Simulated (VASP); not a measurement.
A run of VASP 6.6.1 is set up as follows.

INCAR

```
PREC     = Accurate       # precision mode
ENCUT    = 520            # plane-wave cutoff, eV
EDIFF    = 1E-8           # SCF threshold, eV
ISMEAR   = -1             # smearing method
SIGMA    = 0.05           # smearing width, eV
LREAL    = False          # projectors in reciprocal space
LASPH    = True           # aspherical terms in the spheres
NELM     = 100            # most SCF steps
ALGO     = Normal         # electronic algorithm
ISIF     = 2              # what is computed and relaxed
LWAVE    = False          # write WAVECAR
LCHARG   = False          # write CHGCAR
GGA      = PE             # functional
LEFG     = True         
NBANDS   = 14             # bands
```

Contents of KPOINTS:

```
regular mesh
0
Gamma
  12 12 12
```

Contents of POSCAR:

```
HfC
1.0
   -0.0930000000      2.2785000000      2.2785000000
    2.2785000000     -0.0930000000      2.2785000000
    2.2785000000      2.2785000000     -0.0930000000
Hf C
1 1
Direct
    0.5000000000      0.5000000000      0.5000000000
    0.0000000000      0.0000000000      0.0000000000
```

Potentials or basis: VASP PAW PBE potentials, release 64 (Hf_pv, C).

Run with:

```sh
$ cat potpaw_PBE.64/Hf_pv/POTCAR potpaw_PBE.64/C/POTCAR > POTCAR
$ mpirun -np 1 vasp_std > vasp.out
```

Problem. Estimate the pressure.

Solution. -0.2 GPa.

Problem. Estimate the band gap on the k mesh.

Solution. None (metal or under the smearing width).

Stress tensor (GPa, compression positive):
```
-0.16  6.51  6.51
 6.51 -0.16  6.51
 6.51  6.51 -0.16
```

Spin-orbit coupling is left out, which matters for the levels of Hf.
